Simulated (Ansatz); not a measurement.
# 4-layer honeycomb BAs (AA') in a perpendicular field

Wanted: the out-of-plane response of the 4-layer honeycomb BAs (AA'). A positive field points along +c.

Main program and level: Ansatz 0.2.0; plane-wave DFT, PBE-D3(BJ), Ansatz PAW (set soft_1); PAW set soft_1.

Most raw output is cut from this account.

### Step 1. Starting point

The cell holds 8 atoms: 4 As and 4 B. Cell: a = 3.390 Å, b = 3.390 Å, c = 49.000 Å, α = 90.0°, β = 90.0°, γ = 120.0°. Regions: layer 1: honeycomb BAs, 2 atoms (1 As and 1 B); layer 2: honeycomb BAs, 2 atoms (1 As and 1 B); layer 3: honeycomb BAs, 2 atoms (1 As and 1 B); layer 4: honeycomb BAs, 2 atoms (1 As and 1 B). Vacuum lies along c.

### Step 2. Relaxation

The starting cell is a guess, so the in-plane lattice and the atoms are relaxed first, with the slab cut off from its images along the normal.

The input, input.yaml:

```yaml
crystal:
  lattice:
    - [3.39, 0.0, 0.0]
    - [-1.695, 2.9358261188, 0.0]
    - [0.0, 0.0, 49.0000000018]
  atoms:
    - { symbol: As, position: [0.6666666667, 0.3333333333, 0.4081632653] }
    - { symbol: B, position: [0.3333333333, 0.6666666667, 0.4081632653] }
    - { symbol: As, position: [0.3333333333, 0.6666666667, 0.4693877551] }
    - { symbol: B, position: [0.6666666667, 0.3333333333, 0.4693877551] }
    - { symbol: As, position: [0.6666666667, 0.3333333333, 0.5306122449] }
    - { symbol: B, position: [0.3333333333, 0.6666666667, 0.5306122449] }
    - { symbol: As, position: [0.3333333333, 0.6666666667, 0.5918367347] }
    - { symbol: B, position: [0.6666666667, 0.3333333333, 0.5918367347] }
  periodic: [true, true, false]
kpoints:
  mp_grid: { grid: [12, 12, 1] }
hamiltonian:
  xc: pbe
  dispersion: d3bj
  pseudopotentials: { kind: paw, azcp: { folder: soft_1 } }
scf:
  occupations: { method: fermi_dirac, width: 0.05 }
  convergence: { dr2_threshold: 1.0e-09 }
relax:
  f_tol: 0.004
  max_steps: 90
  cell: {}
output:
  write_potential: true
  write_density: true
  volumetric_format: npy
```

Started as:

```sh
> ansatz run input.yaml --threads 2 --pin off --max-ram 3072MiB --backend cpu --events-out ev --progress --plain --runs-dir out
```

It took 3.7 min on 2 threads of Arm Neoverse V1, shared host; peak memory 0.87 GiB.

Relaxation path:

| step | energy less that of the first step (eV) | largest force component (eV/Å) | volume (Å³) |
| --- | --- | --- | --- |
| 1 | 0.0000 | 0.5062 | 487.67 |
| 2 | -0.1475 | 0.5090 | 486.33 |
| 3 | -0.2671 | 0.3394 | 486.83 |
| 4 | -0.3673 | 0.2113 | 486.20 |
| 5 | -0.4429 | 0.1270 | 484.62 |
| 6 | -0.4972 | 0.0912 | 483.13 |
| 7 | -0.5329 | 0.0786 | 484.59 |
| 8 | -0.5595 | 0.0545 | 483.93 |
| 9 | -0.5627 | 0.0601 | 482.19 |
| 10 | -0.5718 | 0.0272 | 480.29 |
| 11 | -0.5738 | 0.0103 | 482.11 |
| 12 | -0.5738 | 0.0049 | 481.97 |
| 13 | -0.5739 | 0.0015 | 481.93 |
| 14* | -0.5733 | 0.0015 | 481.93 |

Relaxation steps marked * repeat the geometry before them on a plane-wave basis chosen anew for their cell, so energy and pressure can jump there.

Forces are held to the 12 operations that the run works with; a distortion that breaks them can't arise in this run.

| cell as run | before | after | change |
| --- | --- | --- | --- |
| a (Å) | 3.390 | 3.370 | -0.6 % |
| b (Å) | 3.390 | 3.370 | -0.6 % |

The atoms that moved most (Å, along periodic axes as changes of fractional coordinates times the final cell, across vacuum about the mean position):

| atom | dx | dy | dz | length |
| --- | --- | --- | --- | --- |
| B8 | 0.000 | 0.000 | 1.458 | 1.458 |
| B2 | 0.000 | 0.000 | -1.458 | 1.458 |
| As7 | 0.000 | 0.000 | 1.449 | 1.449 |
| As1 | 0.000 | 0.000 | -1.449 | 1.449 |
| B4 | 0.000 | 0.000 | -0.474 | 0.474 |
| B6 | 0.000 | 0.000 | 0.474 | 0.474 |
| As5 | 0.000 | 0.000 | 0.473 | 0.473 |
| As3 | 0.000 | 0.000 | -0.473 | 0.473 |

Numbers from this step:

| Quantity | Value |
| --- | --- |
| energy at zero smearing | -20046.8826 eV |

The lattice constant a goes from 3.390 to 3.370 Å.

### Step 3. Single point, field 0

A sawtooth potential applies the field, turning back in the middle of the vacuum. With the dipole correction the typed value is the field outside the slab. The induced dipole is small, so the SCF threshold is tight.

The cell differs from the one that the last finished run ended in (c 49.000 → 29.915 Å).

The input, input.yaml:

```yaml
crystal:
  lattice:
    - [3.3699987491, 0.0, 0.0]
    - [-1.6849993745, 2.9185045274, 0.0]
    - [0.0, 0.0, 29.915233397]
  atoms:
    - { symbol: As, position: [0.6666666667, 0.3333333333, 0.3011238858] }
    - { symbol: B, position: [0.3333333333, 0.6666666667, 0.3008500679] }
    - { symbol: As, position: [0.3333333333, 0.6666666667, 0.4340573377] }
    - { symbol: B, position: [0.6666666667, 0.3333333333, 0.4340286758] }
    - { symbol: As, position: [0.6666666667, 0.3333333333, 0.5659426623] }
    - { symbol: B, position: [0.3333333333, 0.6666666667, 0.5659713242] }
    - { symbol: As, position: [0.3333333333, 0.6666666667, 0.6988761142] }
    - { symbol: B, position: [0.6666666667, 0.3333333333, 0.6991499321] }
kpoints:
  mp_grid: { grid: [18, 18, 1] }
  band_path:
    path: [[0, 0, 0], [0.5, 0, 0], [0.33333333, 0.33333333, 0], [0, 0, 0]]
    npoints: 16
hamiltonian:
  xc: pbe
  dispersion: d3bj
  pseudopotentials: { kind: paw, azcp: { folder: soft_1 } }
scf:
  occupations: { method: fermi_dirac, width: 0.02585 }
  convergence: { dr2_threshold: 1.0e-10 }
efield:
  axis: 3
  dipole_correction: true
  ramp_position: 0.97
  ramp_width: 0.06
  amplitude: 0
output:
  dos: { projected: true, e_range: [-6, 5] }
  write_potential: true
  write_density: true
  volumetric_format: npy
  elf: true
```

Run time: 48 s. Hardware: 2 threads; peak memory 0.79 GiB.

This step gave:

| Quantity | Value |
| --- | --- |
| dipole along the normal | 2.52e-8 e·Å |
| gap along the path | 0.6540 eV |
| smallest direct gap along the path | 0.6919 eV |
| ionisation energy, upper face | 4.892 eV |
| electron affinity, upper face | 4.239 eV |
| gap, the smaller of path and mesh | 0.6540 eV |

Running mean over a fixed 2.5 Å (it still follows the layers) of the planar mean; the ramp of the sawtooth is left out. Electron's electrostatic potential energy less the Fermi level against z:

z (Å), electron's electrostatic potential energy less the Fermi level (eV) and a bar from the least value:
```
        4       4.57 ##############################
        5       4.57 ##############################
        6       4.51 ##############################
        7       3.42 ##########################
        8      -1.56 #########
        9      -4.35 
       10      -1.69 #########
       11       2.12 ######################
       12      -1.75 #########
       13      -4.36 
       14      -1.59 #########
       15       2.01 #####################
       16      -2.03 ########
       17      -4.34 
       18      -1.32 ##########
       19       2.11 ######################
       20      -2.12 ########
       21      -4.32 
       22      -1.11 ###########
       23       3.67 ###########################
       24       4.52 ##############################
       25       4.57 ##############################
       26       4.57 ##############################
```

The density of states has structure finer than the step of the table below, so its rows give means over 0.25 eV, whole bins alone (the curve runs from -6 to 2.3 eV). Peaks (eV: height): -3.990: 6.39, -3.460: 6.64, -3.330: 4.92, -3.020: 4.86, -1.700: 3.40, -0.790: 3.72, 0.420: 3.54.

Density of states against energy, zero at the Fermi level of the run, which the smearing sets inside the gap; means over each step:

energy (eV), density of states (states/eV a cell) and a bar:
```
    -5.75       2.27 ###########
    -5.50       2.33 ############
    -5.25       2.44 ############
    -5.00       2.91 ###############
    -4.75       3.29 ################
    -4.50       3.72 ###################
    -4.25       4.31 ######################
    -4.00       5.98 ##############################
    -3.75       4.55 #######################
    -3.50       4.30 ######################
    -3.25       3.65 ##################
    -3.00       4.25 #####################
    -2.75       3.88 ###################
    -2.50       3.72 ###################
    -2.25       3.75 ###################
    -2.00       3.51 ##################
    -1.75       2.59 #############
    -1.50       2.17 ###########
    -1.25       2.15 ###########
    -1.00       1.73 #########
    -0.75       1.76 #########
    -0.50       1.35 #######
    -0.25       0.25 #
     0.00       0.00 
     0.25       0.11 #
     0.50       1.98 ##########
     0.75       1.76 #########
     1.00       1.67 ########
     1.25       2.02 ##########
     1.50       1.98 ##########
     1.75       2.07 ##########
     2.00       2.18 ###########
```

Projected DOS per atom over height of the atomic layer and energy from the Fermi level. Layers: BAs BAs BAs BAs from below.

Ten even steps from '0' (0.000 states/eV) to '9' (0.729 states/eV), each cell a mean:
```
3443
3333
3223
3223
2222
0110
0000
1221
2332
4334
4334
5665
6666
6666
6666
7777
9999
7777
5665
4444
4444
3333
```
Columns: height of the atomic layer (Å) from 9.00 to 20.9; rows upwards: energy from the Fermi level (eV) from -5.96 to 2.32.

The electronic bands at the labelled points (eV, zero at the Fermi level of the run, which the smearing sets inside the gap):

| point | band 33 | band 34 | band 35 | band 36 | band 37 | band 38 | band 39 | band 40 |
| --- | --- | --- | --- | --- | --- | --- | --- | --- |
| Γ | -1.87 | -1.87 | -1.85 | -1.85 | 3.28 | 3.36 | 3.46 | 3.51 |
| halfway | -3.11 | -3.11 | -3.09 | -2.57 | 2.76 | 2.85 | 2.94 | 3.02 |
| M | -2.06 | -1.67 | -1.20 | -0.78 | 0.40 | 0.78 | 1.31 | 1.84 |
| halfway | -1.71 | -1.33 | -0.88 | -0.50 | 0.36 | 0.68 | 1.16 | 1.64 |
| K | -0.72 | -0.72 | -0.44 | -0.44 | 0.42 | 0.42 | 0.77 | 0.77 |
| halfway | -3.77 | -3.34 | -2.80 | -2.27 | 3.28 | 3.60 | 3.98 | 4.28 |
| Γ | -1.87 | -1.87 | -1.85 | -1.85 | 3.28 | 3.36 | 3.46 | 3.51 |

Electrostatic potential energy in the ca plane at fractional y = 0.333, with atoms of As and B within 0.2 Å of it. With pseudopotentials it is smooth inside the atoms' cores, unlike the true potential.

Ten even steps from '0' (-18 eV) to '9' (6 eV), each cell a mean:
```
99999999999999999998511268999987546899999741
99999999999999999986147327999984001689998515
99999999999999999984299716899972000489998329
99999999999999999985179616999973000589998418
99999999999999999997212148999986314799998621
99999999999999999998743578999987656899999864
99999999999999999999876789999987435789999987
99999999999999999999876789999986424789999987
99999999999999999999866789999987556899999876
```
Columns run along c (16.0 Å, from fractional 0.03 to 0.57 of the cell; values clipped at the 3rd and 97th percentile), rows up along a (3.4 Å). Atoms in or near the plane, at fractional coordinates: As at (0.30, 0.67), B at (0.43, 0.67), As at (0.57, 0.67).

ELF in the ca plane at fractional y = 0.333, with atoms of As and B within 0.2 Å of it. It is the smooth field of the valence electrons, not physical close to the nuclei.

Ten even steps from '0' (0.00) to '9' (0.79), each cell a mean:
```
00000000000000001468888887300368999851015888
00000000000000013688743588510367657751027874
00000000000000014788610378610355102551038851
00000000000000014688731478610366324651027862
00000000000000002578876788400368888851016886
00000000000000001257888876200368998752014788
00000000000000000124677753100356766652002467
00000000000000000023566642100356666652001356
00000000000000000135788864100367888752003578
```
Columns run along c (16.0 Å, from fractional 0.03 to 0.57 of the cell), rows up along a (3.4 Å). Atoms in or near the plane, at fractional coordinates: As at (0.30, 0.67), B at (0.43, 0.67), As at (0.57, 0.67).

Valence density in the ca plane at fractional y = 0.333, with atoms of As and B within 0.2 Å of it. It is the smooth field of the valence electrons, not physical close to the nuclei.

Ten steps, logarithmic in the rise over the least value, from '0' (0 e/Å³) to '9' (33 e/Å³), each cell a mean:
```
00000000000000000000122210000001221100000112
00000000000000000001257521000001222100000136
00000000000000000001489731000001212100000148
00000000000000000001378621000001222100000147
00000000000000000001234310000001222100000124
00000000000000000000122110000001121100000012
00000000000000000000111100000001111100000011
00000000000000000000011100000001111100000011
00000000000000000000111110000001111100000011
```
Columns run along c (16.0 Å, from fractional 0.03 to 0.57 of the cell), rows up along a (3.4 Å). Atoms in or near the plane, at fractional coordinates: As at (0.30, 0.67), B at (0.43, 0.67), As at (0.57, 0.67).

The gap is 0.65 eV, with the valence edge 4.89 eV and the conduction edge 4.24 eV under the upper vacuum level.

### Step 4. Single point, field 0.1 V/Å

input.yaml, as its differences from that of step 3:

```diff
@@ -29,7 +29,6 @@
   dipole_correction: true
-  ramp_position: 0.97
-  ramp_width: 0.06
-  amplitude: 0
+  ramp_position: 0.9499
+  ramp_width: 0.1003
+  amplitude: 0.1
 output:
-  dos: { projected: true, e_range: [-6, 5] }
   write_potential: true
@@ -37,2 +36 @@
   volumetric_format: npy
-  elf: true
```

The job ended after 47 s (2 threads; peak memory 0.77 GiB; 93 s of CPU time).

The dipole is 0.0702 e·Å, and the gap 0.638 eV.

### Step 5. Atoms held, field -0.1 V/Å

input.yaml, as its differences from that of step 4:

```diff
@@ -31,3 +31,3 @@
   ramp_width: 0.1003
-  amplitude: 0.1
+  amplitude: -0.1
 output:
```

Run time: 46 s. Hardware: 2 threads; peak memory 0.77 GiB; 92 s of CPU time.

The dipole is -0.0702 e·Å, and the gap 0.638 eV.

### Step 6. Atoms held, field 0.2 V/Å

input.yaml, as its differences from that of step 5:

```diff
@@ -31,3 +31,3 @@
   ramp_width: 0.1003
-  amplitude: -0.1
+  amplitude: 0.2
 output:
```

Run time: 47 s. Hardware: 2 threads; peak memory 0.77 GiB; 94 s of CPU time.

The dipole is 0.141 e·Å, and the gap 0.578 eV.

### Step 7. Atoms held, field 0.3 V/Å

input.yaml, as its differences from that of step 6:

```diff
@@ -31,3 +31,3 @@
   ramp_width: 0.1003
-  amplitude: 0.2
+  amplitude: 0.3
 output:
```

The job ended after 48 s (2 threads; peak memory 0.78 GiB; 95 s of CPU time).

The dipole is 0.212 e·Å, and the gap 0.488 eV.

### Step 8. Response, atoms held

This step: plane-wave DFT, PBE-D3(BJ), Ansatz PAW (set soft_1); response to a field along the normal, atoms held; PAW set soft_1 (Ansatz 0.2.0).

The dipoles give the slope, and the difference of two potentials shows where the field is screened.

This step gave:

```
equivalent conductor thickness p/(ε₀AE) : 12.92 Å
distance between the outer atoms        : 11.92 Å
```

Table of dipole of the cell by applied field:

| applied field (V/Å) | dipole of the cell (e·Å) |
| --- | --- |
| -0.100 | -0.0702 |
| 0.000 | 0 |
| 0.100 | 0.0702 |
| 0.200 | 0.141 |
| 0.300 | 0.212 |

Local field over the applied field, running mean. From the potentials at -0.1 and 0.1 V/Å; running mean over 2.8 Å. Table of local field over applied field by z:

| z (Å) | local field over applied field |
| --- | --- |
| 5 | 0.992 |
| 6 | 0.937 |
| 7 | 0.704 |
| 8 | 0.378 |
| 9 | 0.146 |
| 10 | 0.180 |
| 11 | 0.221 |
| 12 | 0.169 |
| 13 | 0.0826 |
| 14 | 0.121 |
| 15 | 0.148 |
| 16 | 0.115 |
| 17 | 0.0859 |
| 18 | 0.178 |
| 19 | 0.221 |
| 20 | 0.172 |
| 21 | 0.156 |
| 22 | 0.405 |
| 23 | 0.732 |
| 24 | 0.946 |
| 25 | 0.994 |

The induced electron density oscillates, so the rows of the table below give means over windows of 1 Å about each position, cut where the curve ends. Its maxima inside the range that stand out by 2 % of the span (Å: e/Å³ per V/Å): 7.8: 0.00395, 9.4: 1.8e-4, 11.8: 0.00192, 13.3: 5.5e-5, 15.9: 0.00129, 17.1: 1.5e-4, 19.7: 0.00187, 21.1: 3.8e-4. Its minima: 8.8: -3.8e-4, 10.2: -0.00187, 12.9: -1.5e-4, 14.1: -0.00129, 16.6: -5.5e-5, 18.1: -0.00192, 20.5: -1.8e-4, 22.1: -0.00395.

Electrons, planar mean, per unit field. The induced electron density by z; means over each step:

z (Å), induced electron density (e/Å³ per V/Å) and a bar from the least value:
```
        5    0.00003 ################
        6    0.00030 #################
        7    0.00183 ########################
        8    0.00308 ##############################
        9   -0.00005 ###############
       10   -0.00127 #########
       11   -0.00002 ###############
       12    0.00146 ######################
       13   -0.00002 ###############
       14   -0.00094 ###########
       15    0.00009 ################
       16    0.00086 ###################
       17   -0.00001 ###############
       18   -0.00153 ########
       19    0.00025 #################
       20    0.00114 #####################
       21   -0.00004 ###############
       22   -0.00325 
       23   -0.00162 ########
       24   -0.00025 ##############
       25   -0.00003 ###############
```

The smaller of the gaps on the path and on the k-mesh, counted as 0 under 0.03 eV. The gap by applied field:

| applied field (V/Å) | gap (eV) |
| --- | --- |
| -0.100 | 0.638 |
| 0.000 | 0.654 |
| 0.100 | 0.638 |
| 0.200 | 0.578 |
| 0.300 | 0.488 |

By hand: between -0.1 and 0.1 V/Å the dipole changes by 0.1404 e·Å, a slope of 0.7021 e·Å²/V. A perfect conductor of thickness t has p = ε₀AEt, so t = 180.95 × 0.7021 / 9.835 = 12.92 Å (e/ε₀ = 180.95 V·Å, A in Å²).

The induced dipole is that of a conductor 12.92 Å thick.

### Step 9. Summary of results

```
gap without field                          : 0.654 eV
ionisation energy, upper face              : 4.89 eV
electron affinity, upper face              : 4.24 eV
equivalent conductor thickness, atoms held : 12.9 Å
```

The induced dipole equals that of a perfect conductor 12.92 Å thick, while the outer atoms lie 11.92 Å apart; an out-of-plane ε follows only once a thickness t is chosen, by 1 − 1/ε = 12.92 Å / t. The gap goes from 0.65 eV to 0.49 eV at 0.3 V/Å. Semilocal functionals give gaps that are too small, and excitons are not included. Atoms moved by up to 1.5 Å in the relaxation, so the end structure is to be read from its coordinates and not from the name. Spin-orbit coupling is left out.

[Logs are printed without paths, hosts, clocks, repeated set-up lines and the standing remarks that a program may print on its own settings, such as how far it seeks lower states.]

[Hosts, paths, dates, database ids (printed as entryN), source tags and the programs' standing remarks are cut or masked in the printed files.]

[Maps of the electrostatic potential energy from Ansatz leave out the sawtooth potential of an applied field or a dipole correction, so their vacuum need not be flat; planar profiles and work functions include it.]

[The density of states shown here was stored with 400 of the rows of the run's finer table, so its peaks can read low, often by over a quarter, or be missed, and its means over a window can be off by a tenth or more.]
